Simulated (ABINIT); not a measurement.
# Ge: optical spectrum with PBEsol

The system is Ge.

```
Ge
1.0
     3.99759    0.00000    0.00000
    -1.99879    3.46201    0.00000
     0.00000    0.00000    6.59938
Ge
4
Direct
  0.33333 0.66667 0.93710
  0.66667 0.33333 0.43710
  0.33333 0.66667 0.56290
  0.66667 0.33333 0.06290
```

This isn't the form of Ge at room conditions, which is diamond.

```yaml
Program: ABINIT 10.8.3 (patched build)
Task: optical spectrum
Functional: PBEsol
Potentials_or_basis: PseudoDojo NC SR PBEsol v0.4.1 standard
Cutoff: 952 eV
k_mesh: 8 × 8 × 4, shifted
Occupations: fixed
Spin: no spin polarisation
Bands_in_the_sums: 34
Broadening_eV: 0.05
Scissor_shift_eV: 0
Tensor_components: "[11, 33]"
```

```yaml
Pressure: -1.9 GPa
Largest_force: 0.015 eV/Å
```

Forces on the atoms (eV/Å):
```
Ge   0.000  0.000  0.015
Ge   0.000  0.000  0.015
Ge   0.000  0.000 -0.015
Ge   0.000  0.000 -0.015
```

Stress tensor (GPa, compression positive):
```
-1.82  0.00  0.00
 0.00 -1.82  0.00
 0.00  0.00 -2.12
```

Dielectric function (mean over the directions given):
```csv
energy (eV),real part,imaginary part
0.33,21.18,0.17
0.76,25.58,1.69
1.31,29.51,7.38
1.74,18.91,4.23
2.29,30.78,18.55
2.83,-5.08,52.95
3.27,-10.66,15.94
3.81,-2.20,11.19
4.25,2.51,11.11
4.79,-5.72,16.12
5.33,-9.85,14.89
5.77,-8.49,4.33
6.31,-7.37,4.15
6.75,-4.37,2.73
7.29,-4.44,3.01
7.84,-3.60,2.74
8.27,-3.04,1.49
8.82,-2.75,2.04
9.36,-2.77,0.93
9.80,-1.72,1.15
10.34,-1.82,0.73
10.78,-1.43,0.49
11.32,-1.35,0.65
11.86,-1.06,0.34
12.30,-0.88,0.26
12.84,-0.71,0.31
13.28,-0.57,0.12
13.82,-0.41,0.17
14.37,-0.32,0.09
14.80,-0.23,0.10
15.35,-0.12,0.13
15.89,-0.06,0.12
16.33,-0.02,0.05
16.87,0.10,0.05
17.31,0.15,0.03
17.85,0.21,0.02
18.39,0.28,0.01
18.83,0.33,0.01
19.38,0.38,0.01
19.92,0.42,0.01
```

Run time: 12 min on 1 thread of Arm Neoverse V1 (shared host), peak memory 1 GiB.

Caveat: spectra need much finer meshes, so this one isn't converged; independent-particle spectra lack excitons.
